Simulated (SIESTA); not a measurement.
# MoS2 under changes of volume

One of the cells (18.083 Å³/atom); the others are scaled copies at fixed shape and fractional positions:

```
Mo S
1.0
     1.59046    0.91825    6.19073
    -1.59046    0.91825    6.19073
     0.00000   -1.83651    6.19073
Mo S
1 2
Cartesian
  0.0000 0.0000 0.0000
  0.0000 0.0000 7.7446
  0.0000 0.0000 4.6430
```

Measurements of this composition are mostly on another form, of space group No. 194.

| Quantity | Value |
| --- | --- |
| Program | SIESTA 5.4.2 |
| Functional | PBEsol |
| Potentials or basis | PseudoDojo 0.4 standard (PBEsol files) |
| Basis | DZP (energy shift 0.003 Ry; two zetas on semicore shells) |
| Grid cutoff | 800 Ry |
| Energy shift | 0.003 Ry |
| k mesh | 10 × 10 × 10 |
| Occupations | fermi-dirac, width 0.05 eV |
| Spin | no spin polarisation |

```csv
volume (Å³/atom),energy over the lowest point (meV/atom),pressure (GPa),gap on the mesh (eV),largest force (eV/Å)
16.664,63.55,15.2,0.92,1.953
17.019,34.77,10.9,0.94,1.506
17.373,15.18,6.9,0.95,1.091
18.083,0.00,0.2,0.98,0.355
18.437,2.83,-2.7,0.99,0.086
18.792,?,?,?,?
```

What does the run at 18.792 Å³/atom give?

Energy over the lowest point 11.70 meV/atom; pressure -5.3 GPa; gap on the mesh 1.00 eV; largest force 0.359 eV/Å.

Worked out: A Birch-Murnaghan fit of order 3 (a polynomial in V^(-2/3)) to the other rows has its minimum at 18.10 Å³/atom with B0 = V·E''(V) = 154 GPa and B' = 4.3 at fixed shape and positions, which overstates the stiffness. It gives 11.75 meV/atom at 18.792 Å³/atom, against the run's 11.70, and -dE/dV = -5.3 GPa, against -5.3. A straight line through the other rows of the gap, of slope 0.685 eV per unit of ln V, extrapolates to 1.00 eV, against the run's 1.00.

Energies are extrapolated to zero smearing.

Caveats: the basis of atomic orbitals isn't converged, which shifts pressures, moduli and gaps; forces of over 1 eV/Å show positions far from the minimum, so gaps and moduli don't describe the material at rest (some runs).

A mesh can miss the band edges. Spin-orbit coupling on Mo is left out.
